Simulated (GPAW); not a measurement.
# SiC (Moissanite) (P6_3mc) in GPAW: a series of runs, part 2 of 2

GPAW 26.7.0.

## 3. G0W0 quasiparticle levels, LDA

The input, run.py:

```python
import json
import numpy as np
from ase.dft.bandgap import bandgap
from ase.io import read, write
from gpaw import GPAW, PW
from gpaw.response.g0w0 import G0W0

atoms = read('POSCAR')

calc = GPAW(mode=PW(600),
            xc='LDA',
            kpts={'size': (4, 4, 2), 'gamma': True},
            occupations={'name': 'fermi-dirac', 'width': 0.001},
            nbands=18,
            convergence={'density': 1e-06},
            maxiter=150,
            txt='gpaw.txt')
atoms.calc = calc
energy = atoms.get_potential_energy()
calc.write('gs.gpw')
write('result.traj', atoms)
print(f'Energy: {energy:.6f} eV')
print('Fermi level:', round(calc.get_fermi_level(), 4), 'eV')
print(f'Gap: {bandgap(calc)[0]:.4f} eV, direct: {bandgap(calc, direct=True)[0]:.4f} eV')

calc.diagonalize_full_hamiltonian(nbands=97)
calc.write('full.gpw', mode='all')

ibz = calc.get_ibz_k_points()
gap, vbm, cbm = bandgap(calc, output=None)
gap, direct, _ = bandgap(calc, direct=True, output=None)
gamma = int(np.abs(ibz).sum(1).argmin())
kpts = sorted({gamma, vbm[1], cbm[1], direct[1]})
gw = G0W0(calc='full.gpw',
          filename='gw',
          ecut=100,
          ecut_extrapolation=True,
          relbands=(-2, 2),
          kpts=kpts,
          integrate_gamma='WS',
          ppa=True)
gw.calculate()
results = {mode: {key: np.asarray(r[key]).tolist() for key in ['f', 'eps', 'vxc', 'exx', 'sigma', 'Z', 'qp', 'sigma_eskn']}
           for mode, r in gw.all_results.items()}
json.dump({'kpts': ibz[kpts].tolist(), 'results': results}, open('gw.json', 'w'))
for mode, r in results.items():
    f, qp = np.array(r['f']), np.array(r['qp'])
    print(mode, 'quasiparticle energies (eV):')
    print(qp.round(3))
    print(mode, 'gap:', round(qp[f < 0.5].min() - qp[f > 0.5].max(), 4), 'eV')
```

The input, POSCAR:

```
SiC
1.0
    3.0760000000      0.0000000000      0.0000000000
   -1.5380000000      2.6638941420      0.0000000000
    0.0000000000      0.0000000000      5.0480000000
Si C
2 2
Direct
    0.6666666667      0.3333333333      0.5000000000
    0.3333333333      0.6666666667      0.0000000000
    0.6666666667      0.3333333333      0.8850000000
    0.3333333333      0.6666666667      0.3850000000
```

Potentials or basis: the program's PAW data sets (release 1.2.1) made for this functional, pw.

The run is started by

```
OMP_NUM_THREADS=1 python run.py
```

gpaw.txt:

```text
__  _  _
 | _ |_)|_||  |
 |__||  | ||/\| - 26.7.0

Input parameters:
  mode=PW(ecut=600.0),
  convergence={'density': 1e-06},
  kpts=MonkhorstPack(size=(4, 4, 2), gamma=True),
  maxiter=150,
  nbands=18,
  occupations=Occupations(name='fermi-dirac', width=0.001),
  xc=XC(name='LDA')

Diagonalizing LCAO Hamiltonian
Converting LCAO to pw mode

           C

           Si
        C

        Si

Atoms  # Å, Bohr magnetons
|   | symbol |         x |        y |        z |    initial magnetic moments |
|---|--------|-----------|----------|----------|-----------------------------|
| 0 |     Si |  1.538000 | 0.887965 | 2.524000 | ( 0.0000,  0.0000,  0.0000) |
| 1 |     Si | -0.000000 | 1.775929 | 0.000000 | ( 0.0000,  0.0000,  0.0000) |
| 2 |      C |  1.538000 | 0.887965 | 4.467480 | ( 0.0000,  0.0000,  0.0000) |
| 3 |      C | -0.000000 | 1.775929 | 1.943480 | ( 0.0000,  0.0000,  0.0000) |

Unit cell  # Å
| periodic |         x |        y |        z |  lengths |     angles |
|----------|-----------|----------|----------|----------|------------|
|      yes |  3.076000 | 0.000000 | 0.000000 | 3.076000 |  90.000000 |
|      yes | -1.538000 | 2.663894 | 0.000000 | 3.076000 |  90.000000 |
|      yes |  0.000000 | 0.000000 | 5.048000 | 5.048000 | 120.000000 |

Number of symmetries: 6
Symmetry operations  # r_c * U_cc + t_c -> r_c
|   | kind |            matrix            |
|---|------|------------------------------|
| 0 |  σ   |  1, 1, 0,  0,-1, 0,  0, 0, 1 |
| 1 |  E   |  1, 0, 0,  0, 1, 0,  0, 0, 1 |
| 2 |  C3  |  0, 1, 0, -1,-1, 0,  0, 0, 1 |
| 3 |  σ   |  0,-1, 0, -1, 0, 0,  0, 0, 1 |
| 4 |  σ   | -1, 0, 0,  1, 1, 0,  0, 0, 1 |
| 5 |  C3  | -1,-1, 0,  1, 0, 0,  0, 0, 1 |

BZ-sampling:
  Number of BZ points: 32
  Number of IBZ points: 8

  Monkhorst-Pack size: [4, 4, 2]
  Monkhorst-Pack shift: [0.125, 0.125, 0.25]

K-points  # in reciprocal-cell coordinates
|   |                                coordinates |     weight |
|---|--------------------------------------------|------------|
| 0 | (  0.00000000,   0.00000000,   0.00000000) | 0.03125000 |
| 1 | (  0.00000000,   0.00000000,   0.50000000) | 0.03125000 |
| 2 | (  0.25000000,   0.00000000,   0.00000000) | 0.18750000 |
| 3 | (  0.25000000,   0.00000000,   0.50000000) | 0.18750000 |
| 4 | (  0.50000000,   0.25000000,   0.00000000) | 0.18750000 |
| 5 | (  0.50000000,   0.25000000,   0.50000000) | 0.18750000 |
| 6 | (  0.50000000,   0.50000000,   0.00000000) | 0.09375000 |
| 7 | (  0.50000000,   0.50000000,   0.50000000) | 0.09375000 |

Plane wave coefficients: 1390
Cutoff: 600.0 eV

Spin-components: 1 (collinear spins)
Bands:           18
Projectors:      20
Spin-degeneracy: 2
Datatype:        complex128

Parallelization:
  kpt:    1
  domain: 1
  band:   1

Density:
  Valence electrons: 16.0
  Components: 1
  Grid points: [18 18 30]
  Charge: 0.0  # |e|

Potential:
  Grid points: [18 18 30]

species:
  Si:
    name:    Silicon
    Z:       14.0
    valence: 4
    core:    10
    charge:  0.0  # [|e|]
    compensation charges:
      type: gauss
      rc: 0.33  # [Å]
      lmax: 2
    cutoffs:
      filter: 1.86  # [Å]
      core: 2.06  # [Å]
    projectors
    | kind |    occ | energy [eV] | rcut [Å] |
    |------|--------|-------------|----------|
    |   3s |  2.000 |     -10.878 |    1.058 |
    |   3p |  2.000 |      -4.162 |    1.058 |
    |    s |        |      16.334 |    1.058 |
    |    p |        |      23.049 |    1.058 |
    |    d |        |       0.000 |    1.058 |

    Using partial waves for Si as LCAO basis

  C:
    name:    Carbon
    Z:       6.0
    valence: 4
    core:    2
    charge:  0.0  # [|e|]
    compensation charges:
      type: gauss
      rc: 0.20  # [Å]
      lmax: 2
    cutoffs:
      filter: 1.14  # [Å]
      core: 1.14  # [Å]
    projectors
    | kind |    occ | energy [eV] | rcut [Å] |
    |------|--------|-------------|----------|
    |   2s |  2.000 |     -13.639 |    0.635 |
    |   2p |  2.000 |      -5.414 |    0.635 |
    |    s |        |      13.573 |    0.635 |
    |    p |        |      21.797 |    0.635 |
    |    d |        |       0.000 |    0.635 |

    Using partial waves for C as LCAO basis

Reference energy: -17755.031442  # eV

eigensolver:
  PPCG
  Converge bands: occupied
  niter=2

density mixing:
  MSR1-Mixer
  Pratt-step length: 0.05
  Maximum mixing coefficient: 0.75
  Old densities: 10
  SVD Regularization: 0.005
  Good broyden scale: 1.0
  Trust region scale: 1.0
  Backstep threshold: 4.0
  History deletion threshold: 6.0
  Fourier metric: weight=20.0, sigma=0.015

occupation numbers:
  Fermi-Dirac:
    width: 0.0010  # eV

poisson solver:
  ecut: 4800.0  # eV

xc functional:
  name: None

convergence criteria:
- Maximum integral of absolute [dens]ity change: 1e-06 electrons / valence electron
- Maximum [total energy] change in last 3 cyles: 0.0005 eV / valence electron
- Maximum integral of absolute [eigenst]ate change: 4e-08 eV^2 / valence electron
maximum number of iterations: 150

SCF iterations
|iter     | |      energy | eigst |  dens |
|---------|-|-------------|-------|-------|
|iter:   1| |  -36.659370 | -0.13 |       |
|iter:   2| |  -35.841240 | -2.19 | -0.55 |
|iter:   3| |  -33.030035 | -0.85 | -0.60 |
|iter:   4| |  -33.014137 | -2.84 | -1.31 |
|iter:   5| |  -33.015179 | -3.59 | -1.70 |
|iter:   6| |  -33.015292c| -5.45 | -2.61 |
|iter:   7| |  -33.015297c| -6.79 | -3.42 |
|iter:   8| |  -33.015297c| -7.76c| -4.12 |
|iter:   9| |  -33.015297c| -7.64c| -4.42 |
|iter:  10| |  -33.015297c| -8.53c| -5.55 |
|iter:  11| |  -33.015297c| -9.58c| -6.15c|

Converged in 11 steps
Energy contributions relative to reference atoms: (reference = -17755.031442)

Energy contributions:
  Kinetic:          33.165736
  Coulomb:         -27.601639
  Zero:             -0.034389
  External:          0.000000
  Xc:              -38.545004
  Entropy:          -0.000000
  Spinorbit:         0.000000
  ----------------------------
  Free energy:     -33.015297
  Extrapolated:    -33.015297

dipole moment: (-0.000002, -0.000002, -8.933085)  # |e|*Ang

Fermi level: 9.984
Eigenvalues  # (at kpt = [0.000, 0.000, 0.000])
| band index |      eig [eV] | occ [0-2] |
|------------|---------------|-----------|
|          0 |        -7.317 |     2.000 |
|          1 |        -3.759 |     2.000 |
|          2 |        -0.395 |     2.000 |
|          3 |         6.785 |     2.000 |
|          4 |         6.785 |     2.000 |
|          5 |         8.070 |     2.000 |
[... 8 lines left out ...]
|         14 |        16.925 |     0.000 |
|         15 |        19.542 |     0.000 |
|        ... |               |           |
|         17 |        19.657 |     0.000 |

Gap: 2.469 eV
Transition (v -> c):
  (s=0, k=0, n=7, [0.00, 0.00, 0.00]) -> (s=0, k=6, n=8, [0.50, 0.50, 0.00])
Direct/indirect transitions are different
Direct gap: 3.954 eV
Transition at: (s=0, k=6, n=7, [0.50, 0.50, 0.00])
# Writing to gs.gpw (mode='')

Matrix size: 1390x1390
# Writing to full.gpw (mode='all')
```

stdout:

```text
Energy: -33.015297 eV
Fermi level: 9.9841 eV
Gap: 2.4687 eV, direct: 3.9540 eV
IBZ(<points: 8, symmetries: 6>)
Occupied bands: 8
Calculating eigenvalues:
  k-points: 2
  Bands: 6-9 (inclusive)
HSE06-eigenvalue shifts:
  min: -2.943 eV
  ave: 1.418 eV
  max: 5.943 eV
GW quasiparticle energies (eV):
[[[ 7.513  7.813 13.482 14.917]
  [ 4.347  6.192 11.266 12.93 ]]]
GW gap: 3.4523 eV
```

gw.w.txt:

```text
FrequencyGridDescriptor(from 0.000+0.000j to 0.000+27.211j eV, 2 points)
FrequencyGridDescriptor(from 0.000+0.000j to 0.000+27.211j eV, 2 points)

BZ k-points: Symmetries present (total): 6

32 k-points: 4 x 4 x 2 Monkhorst-Pack grid + [1/8,1/8,1/4]
8 k-points in the irreducible part of the Brillouin zone
[... 145 lines left out ...]
   8   0.000  12.917 -14.888  -9.237  -4.951  -0.241   0.806  13.482
   9   0.000  14.402 -15.187  -9.244  -5.295  -0.257   0.795  14.917

k-point 1 (6): (0.500, 0.500, 0.000)                GW
band       f     eps     vxc     exx   sigma  dsigma       Z      qp
                                                                   GW
   6   1.000   5.040 -13.952 -16.848   2.021  -0.262   0.792   4.347
   7   1.000   6.853 -15.939 -18.881   2.105  -0.266   0.790   6.192
   8   0.000  10.807 -12.343  -7.345  -4.441  -0.217   0.822  11.266
   9   0.000  12.443 -12.831  -7.680  -4.550  -0.234   0.810  12.930
```

It took 82 s on 1 thread of Arm Neoverse V1, shared host; peak memory 0.45 GiB.

Results:

- Free energy: -33.0153 eV
- Band gap on the k mesh, mean-field level: 2.47 eV, indirect (least direct gap 3.95 eV)
- Quasiparticle gap: 3.45 eV
- Least direct quasiparticle gap: 5.07 eV

Levels at points of the mesh, in eV from the valence-band top:
| k point | band 5 | band 6 | band 7 | band 8 | band 9 | band 10 | band 11 | band 12 |
| --- | --- | --- | --- | --- | --- | --- | --- | --- |
| (0.00, 0.00, 0.00) | -1.55 | -0.27 | -0.27 | 0.00 | 4.58 | 6.06 | 6.38 | 6.38 |
| (0.00, 0.00, 0.50) | -0.96 | -0.96 | -0.96 | -0.96 | 5.65 | 5.65 | 7.05 | 7.05 |
| (0.50, 0.50, 0.00) | -5.46 | -3.55 | -3.30 | -1.49 | 2.47 | 4.10 | 6.68 | 7.10 |
| (0.50, 0.50, 0.50) | -2.69 | -2.69 | -2.34 | -2.34 | 3.08 | 3.08 | 4.87 | 4.87 |

Caveat: the k mesh is coarse (spacing up to 0.62 Å⁻¹), so the values aren't converged; the quasiparticle gap is taken among the few k points that were corrected; the long-wavelength limit can be off by a per cent or two. A k mesh can miss the band edges.

## 4. G0W0 quasiparticle levels, AM05

Changes to run.py since step 3:

```diff
@@ -4,4 +4,6 @@
 from ase.io import read, write
-from gpaw import GPAW, PW
+from gpaw import GPAW, PW, setup_paths
 from gpaw.response.g0w0 import G0W0
+
+setup_paths.insert(0, '.')
 
@@ -10,3 +12,3 @@
 calc = GPAW(mode=PW(600),
-            xc='LDA',
+            xc='AM05',
             kpts={'size': (4, 4, 2), 'gamma': True},
```

POSCAR is that of step 3.

Potentials or basis: PAW data sets generated in the run's folder for this functional, pw.

The run is started by

```
gpaw-setup -x -f AM05 C Si
OMP_NUM_THREADS=1 python run.py
```

gpaw.txt:

```text
__  _  _
 | _ |_)|_||  |
 |__||  | ||/\| - 26.7.0

Input parameters:
  mode=PW(ecut=600.0),
  convergence={'density': 1e-06},
  kpts=MonkhorstPack(size=(4, 4, 2), gamma=True),
  maxiter=150,
  nbands=18,
  occupations=Occupations(name='fermi-dirac', width=0.001),
  xc=XC(name='AM05')

Diagonalizing LCAO Hamiltonian
Converting LCAO to pw mode

           C

           Si
        C

        Si

Atoms  # Å, Bohr magnetons
|   | symbol |         x |        y |        z |    initial magnetic moments |
|---|--------|-----------|----------|----------|-----------------------------|
| 0 |     Si |  1.538000 | 0.887965 | 2.524000 | ( 0.0000,  0.0000,  0.0000) |
| 1 |     Si | -0.000000 | 1.775929 | 0.000000 | ( 0.0000,  0.0000,  0.0000) |
| 2 |      C |  1.538000 | 0.887965 | 4.467480 | ( 0.0000,  0.0000,  0.0000) |
| 3 |      C | -0.000000 | 1.775929 | 1.943480 | ( 0.0000,  0.0000,  0.0000) |

Unit cell  # Å
| periodic |         x |        y |        z |  lengths |     angles |
|----------|-----------|----------|----------|----------|------------|
|      yes |  3.076000 | 0.000000 | 0.000000 | 3.076000 |  90.000000 |
|      yes | -1.538000 | 2.663894 | 0.000000 | 3.076000 |  90.000000 |
|      yes |  0.000000 | 0.000000 | 5.048000 | 5.048000 | 120.000000 |

Number of symmetries: 6
Symmetry operations  # r_c * U_cc + t_c -> r_c
|   | kind |            matrix            |
|---|------|------------------------------|
| 0 |  σ   |  1, 1, 0,  0,-1, 0,  0, 0, 1 |
| 1 |  E   |  1, 0, 0,  0, 1, 0,  0, 0, 1 |
| 2 |  C3  |  0, 1, 0, -1,-1, 0,  0, 0, 1 |
| 3 |  σ   |  0,-1, 0, -1, 0, 0,  0, 0, 1 |
| 4 |  σ   | -1, 0, 0,  1, 1, 0,  0, 0, 1 |
| 5 |  C3  | -1,-1, 0,  1, 0, 0,  0, 0, 1 |

BZ-sampling:
  Number of BZ points: 32
  Number of IBZ points: 8

  Monkhorst-Pack size: [4, 4, 2]
  Monkhorst-Pack shift: [0.125, 0.125, 0.25]

K-points  # in reciprocal-cell coordinates
|   |                                coordinates |     weight |
|---|--------------------------------------------|------------|
| 0 | (  0.00000000,   0.00000000,   0.00000000) | 0.03125000 |
| 1 | (  0.00000000,   0.00000000,   0.50000000) | 0.03125000 |
| 2 | (  0.25000000,   0.00000000,   0.00000000) | 0.18750000 |
| 3 | (  0.25000000,   0.00000000,   0.50000000) | 0.18750000 |
| 4 | (  0.50000000,   0.25000000,   0.00000000) | 0.18750000 |
| 5 | (  0.50000000,   0.25000000,   0.50000000) | 0.18750000 |
| 6 | (  0.50000000,   0.50000000,   0.00000000) | 0.09375000 |
| 7 | (  0.50000000,   0.50000000,   0.50000000) | 0.09375000 |

Plane wave coefficients: 1390
Cutoff: 600.0 eV

Spin-components: 1 (collinear spins)
Bands:           18
Projectors:      20
Spin-degeneracy: 2
Datatype:        complex128

Parallelization:
  kpt:    1
  domain: 1
  band:   1

Density:
  Valence electrons: 16.0
  Components: 1
  Grid points: [18 18 30]
  Charge: 0.0  # |e|

Potential:
  Grid points: [18 18 30]

species:
  Si:
    name:    Silicon
    Z:       14.0
    valence: 4
    core:    10
    charge:  0.0  # [|e|]
    compensation charges:
      type: gauss
      rc: 0.33  # [Å]
      lmax: 2
    cutoffs:
      filter: 1.86  # [Å]
      core: 2.06  # [Å]
    projectors
    | kind |    occ | energy [eV] | rcut [Å] |
    |------|--------|-------------|----------|
    |   3s |  2.000 |     -10.727 |    1.058 |
    |   3p |  2.000 |      -4.032 |    1.058 |
    |    s |        |      16.485 |    1.058 |
    |    p |        |      23.180 |    1.058 |
    |    d |        |       0.000 |    1.058 |

    Using partial waves for Si as LCAO basis

  C:
    name:    Carbon
    Z:       6.0
    valence: 4
    core:    2
    charge:  0.0  # [|e|]
    compensation charges:
      type: gauss
      rc: 0.20  # [Å]
      lmax: 2
    cutoffs:
      filter: 1.14  # [Å]
      core: 1.14  # [Å]
    projectors
    | kind |    occ | energy [eV] | rcut [Å] |
    |------|--------|-------------|----------|
    |   2s |  2.000 |     -13.603 |    0.635 |
    |   2p |  2.000 |      -5.213 |    0.635 |
    |    s |        |      13.608 |    0.635 |
    |    p |        |      21.998 |    0.635 |
    |    d |        |       0.000 |    0.635 |

    Using partial waves for C as LCAO basis

Reference energy: -17764.734521  # eV

eigensolver:
  PPCG
  Converge bands: occupied
  niter=2

density mixing:
  MSR1-Mixer
  Pratt-step length: 0.05
  Maximum mixing coefficient: 0.75
  Old densities: 10
  SVD Regularization: 0.005
  Good broyden scale: 1.0
  Trust region scale: 1.0
  Backstep threshold: 4.0
  History deletion threshold: 6.0
  Fourier metric: weight=20.0, sigma=0.015

occupation numbers:
  Fermi-Dirac:
    width: 0.0010  # eV

poisson solver:
  ecut: 4800.0  # eV

xc functional:
  name: AM05 with 2 nearest neighbor stencil

convergence criteria:
- Maximum integral of absolute [dens]ity change: 1e-06 electrons / valence electron
- Maximum [total energy] change in last 3 cyles: 0.0005 eV / valence electron
- Maximum integral of absolute [eigenst]ate change: 4e-08 eV^2 / valence electron
maximum number of iterations: 150

SCF iterations
|iter     | |      energy | eigst |  dens |
|---------|-|-------------|-------|-------|
|iter:   1| |  -33.974827 | -0.15 |       |
|iter:   2| |  -33.243291 | -2.26 | -0.57 |
|iter:   3| |  -30.739510 | -0.90 | -0.61 |
|iter:   4| |  -30.743176 | -2.79 | -1.32 |
|iter:   5| |  -30.748107 | -3.48 | -1.71 |
|iter:   6| |  -30.748277c| -5.38 | -2.68 |
|iter:   7| |  -30.748289c| -6.61 | -3.30 |
|iter:   8| |  -30.748289c| -7.88c| -4.08 |
|iter:   9| |  -30.748289c| -8.49c| -4.41 |
|iter:  10| |  -30.748289c| -8.65c| -5.22 |
|iter:  11| |  -30.748289c| -9.48c| -5.74 |
|iter:  12| |  -30.748289c|-10.62c| -6.28c|

Converged in 12 steps
Energy contributions relative to reference atoms: (reference = -17764.734521)

Energy contributions:
  Kinetic:          33.617338
  Coulomb:         -28.186062
  Zero:             -0.039280
  External:          0.000000
  Xc:              -36.140284
  Entropy:          -0.000000
  Spinorbit:         0.000000
  ----------------------------
  Free energy:     -30.748289
  Extrapolated:    -30.748289

dipole moment: (-0.000002, -0.000002, -8.892708)  # |e|*Ang

Fermi level: 10.271
Eigenvalues  # (at kpt = [0.000, 0.000, 0.000])
| band index |      eig [eV] | occ [0-2] |
|------------|---------------|-----------|
|          0 |        -7.204 |     2.000 |
|          1 |        -3.653 |     2.000 |
|          2 |        -0.241 |     2.000 |
|          3 |         6.972 |     2.000 |
|          4 |         6.972 |     2.000 |
|          5 |         8.270 |     2.000 |
[... 8 lines left out ...]
|         14 |        17.136 |     0.000 |
|         15 |        19.792 |     0.000 |
|        ... |               |           |
|         17 |        19.819 |     0.000 |

Gap: 2.461 eV
Transition (v -> c):
  (s=0, k=0, n=7, [0.00, 0.00, 0.00]) -> (s=0, k=6, n=8, [0.50, 0.50, 0.00])
Direct/indirect transitions are different
Direct gap: 3.955 eV
Transition at: (s=0, k=6, n=7, [0.50, 0.50, 0.00])
# Writing to gs.gpw (mode='')

Matrix size: 1390x1390
# Writing to full.gpw (mode='all')
```

Wall time 85 s (1 thread of Arm Neoverse V1, shared host); peak memory 0.45 GiB.

Results:

| Property | Result |
| --- | --- |
| Free energy | -30.7483 eV |
| Band gap on the k mesh, mean-field level | 2.46 eV, indirect (least direct gap 3.96 eV) |
| Quasiparticle gap | 3.49 eV |
| Least direct quasiparticle gap | 5.11 eV |

Caveat: the k mesh is coarse (spacing up to 0.62 Å⁻¹), so the values aren't converged; the quasiparticle gap is taken among the few k points that were corrected; the long-wavelength limit can be off by a per cent or two.
